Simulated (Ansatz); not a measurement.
Br:

```
CELL_PARAMETERS angstrom
3.36325 -2.32255 0.00000
3.36325 2.32255 0.00000
0.00000 0.00000 8.70230
ATOMIC_POSITIONS crystal
Br 0.36510 0.63490 0.39010
Br 0.13490 0.86510 0.89010
Br 0.63490 0.36510 0.60990
Br 0.86510 0.13490 0.10990
```

```yaml
Program: Ansatz 0.2.0
Task: relaxation of cell and atoms
Functional: RPBE
Dispersion: D4
Potentials_or_basis: Ansatz PAW
Cutoff: "420 eV (not typed: the program's choice for these potentials)"
k_mesh: 7 × 7 × 3
Occupations: fermi-dirac, width 0.05 eV
Spin: no spin polarisation
```

At the start: volume 33.99 Å³/atom.

Task: Where does the relaxation end?

Result: It ends after 8 steps and the volume is 29.94 Å³/atom (-11.9 %); space group Cmce (No. 64, to 0.05 Å).

Step by step:
```
step  energy change (eV)  largest force (eV/Å)  volume (Å³)
   1              0.0000                0.9316       135.95
   2             -0.1311                0.3461       123.87
   3             -0.1704                0.0801       119.77
   4             -0.1735                0.0306       118.24
   5             -0.1755                0.0387       119.40
   6             -0.1777                0.0243       119.26
   7             -0.1780                0.0047       119.75
   8             -0.1771                0.0045       119.75
```

Final structure:
```
Br
1.0
     3.35999   -2.07936    0.00000
     3.35999    2.07936    0.00000
     0.00000    0.00000    8.56971
Br
4
Direct
  0.34720 0.65280 0.38137
  0.15280 0.84720 0.88137
  0.65280 0.34720 0.61863
  0.84720 0.15280 0.11863
```

Caveat: the plane-wave basis is chosen anew once the cell has moved, so the energies of steps on either side of that aren't comparable; the volume moved by -12 % from the deposited cell, more than functionals usually miss; the PAW data sets come from PBE, with cores solved anew for the run's functional, which leaves a small shift of forces and pressure.
